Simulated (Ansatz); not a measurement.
The system is Te2Mo.

```
Te Mo
1.0
     3.51820    0.00000    0.00000
    -1.75910    3.04685    0.00000
     0.00000    0.00000   13.97360
Te Mo
4 2
Direct
  0.66667 0.33333 0.37900
  0.33333 0.66667 0.87900
  0.66667 0.33333 0.12100
  0.33333 0.66667 0.62100
  0.66667 0.33333 0.75000
  0.33333 0.66667 0.25000
```

- Program: Ansatz 0.2.0
- Task: relaxation of cell and atoms
- Functional: PBEsol
- Dispersion: D4
- Potentials or basis: Ansatz PAW
- Cutoff: 420 eV (not typed: the program's choice for these potentials)
- k mesh: 9 × 9 × 2
- Occupations: fermi-dirac, width 0.05 eV
- Spin: no spin polarisation

At the start: volume 24.96 Å³/atom.

Task: How do energy, volume and symmetry change on relaxing?

Result: It ends after 6 steps and the volume is 23.41 Å³/atom (-6.2 %); space group P6_3/mmc (No. 194, to 0.05 Å).

The path:
```csv
step,energy change (eV),largest force (eV/Å),volume (Å³)
1,0.0000,0.0820,149.79
2,-0.0807,0.0368,142.34
3,-0.0849,0.0402,139.78
4,-0.0855,0.0066,140.47
5,-0.0855,0.0042,140.46
6,-0.0837,0.0041,140.46
```

Final structure:
```yaml
crystal:
  lattice:
    - [3.46030, 0.00000, 0.00000]
    - [-1.73015, 2.99670, 0.00000]
    - [0.00000, 0.00000, 13.54506]
  atoms:
    - { symbol: Te, position: [0.66667, 0.33333, 0.38374] }
    - { symbol: Te, position: [0.33333, 0.66667, 0.88374] }
    - { symbol: Te, position: [0.66667, 0.33333, 0.11626] }
    - { symbol: Te, position: [0.33333, 0.66667, 0.61626] }
    - { symbol: Mo, position: [0.66667, 0.33333, 0.75000] }
    - { symbol: Mo, position: [0.33333, 0.66667, 0.25000] }
```

Caveat: the plane-wave basis is chosen anew once the cell has moved, so the energies of steps on either side of that aren't comparable; the PAW data sets come from PBE, with cores solved anew for the run's functional, which leaves a small shift of forces and pressure.
